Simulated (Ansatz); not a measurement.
Nb: single point with PBE+D3(BJ)+ATM+U

Nb:

```
Nb
1.0
     0.00000    2.11500    2.11500
     2.11500    0.00000    2.11500
     2.11500    2.11500    0.00000
Nb
1
Direct
  0.00000 0.00000 0.00000
```

This isn't the form of Nb at room conditions, which is bcc.

```json
{
 "Program": "Ansatz 0.2.0",
 "Task": "single point",
 "Functional": "PBE",
 "Dispersion": "D3(BJ)+ATM",
 "Potentials or basis": "PseudoDojo standard",
 "Cutoff": "1116 eV",
 "Density cutoff": "4463 eV",
 "k mesh": "11 × 11 × 11",
 "Occupations": "fermi-dirac, width 0.05 eV",
 "Spin": "spin-orbit coupling, no magnetisation",
 "Hubbard terms": "Nb d U = 5 eV"
}
```

* Pressure: 1.4 GPa

Run time: 15 s on 2 threads of Arm Neoverse V1 (shared host), peak memory 0.65 GiB.

Caveat: the U is typed as a test and isn't derived for this compound; the thresholds are loose for stress.
